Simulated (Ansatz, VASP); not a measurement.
# CdF2: VASP beside Ansatz

File INCAR:

```
PREC = Accurate
ENCUT = 520
EDIFF = 1E-7
ISMEAR = 0
SIGMA = 0.02
LREAL = F
LASPH = T
NELM = 100
ALGO = Normal
ISIF = 2
LWAVE = F
LCHARG = F
GGA = PE
NBANDS = 20
```

File KPOINTS:

```
regular mesh
0
Gamma
  8 8 8
```

Contents of POSCAR:

```
CdF2
1.0
    0.0000000000      2.6757845641      2.6757845641
    2.6757845641      0.0000000000      2.6757845641
    2.6757845641      2.6757845641      0.0000000000
Cd F
1 2
Direct
    0.0000000000      0.0000000000      0.0000000000
    0.2500000000      0.2500000000      0.2500000000
    0.7500000000      0.7500000000      0.7500000000
```

Input for Ansatz:

```yaml
crystal:
  lattice:
    - [0.0, 2.6757845641, 2.6757845641]
    - [2.6757845641, 0.0, 2.6757845641]
    - [2.6757845641, 2.6757845641, 0.0]
  atoms:
    - { symbol: Cd, position: [0.0, 0.0, 0.0] }
    - { symbol: F, position: [0.25, 0.25, 0.25] }
    - { symbol: F, position: [0.75, 0.75, 0.75] }
basis:
  ecutwfc: 420
kpoints:
  mp_grid: { grid: [8, 8, 8] }
  band_path: { path: [VBM, CBM], npoints: 2 }
hamiltonian:
  xc: pbe
scf:
  occupations: { method: gaussian, width: 0.02 }
output:
  forces: true
  stress: true
  eigenvalues: true
checkpoint:
  read: start.run
  write: ck
  compress: false
  write_wavefunctions: false
  write_every: 100000
```

Alike in both runs: task single point; functional PBE; k mesh 8 × 8 × 8; occupations gaussian, width 0.02 eV; no spin polarisation.

|  | VASP | Ansatz |
| --- | --- | --- |
| version | VASP 6.6.1 | Ansatz 0.2.0 |
| potentials or method | VASP PAW PBE potentials, release 64 (Cd, F) | scalar-relativistic, plane waves, PAW |
| plane-wave cutoff (eV) | 520 | 420 |
| valence electrons in the cell | 26 | 34 |

VASP gave:

```
gap on the k mesh at the Fermi level (eV) : 3.14
least direct gap on the mesh (eV)         : 3.61
pressure (GPa)                            : 8.8
```

Question: Estimate Ansatz's values.

Answer: gap on the k mesh at the Fermi level (eV): 3.17; least direct gap on the mesh (eV): 3.65; pressure (GPa): 8.0.

With one functional, cell and mesh, what is left measures potentials, basis and numerics. The two sets of potentials don't hold the same shells in valence.

A k mesh can miss the band edges.
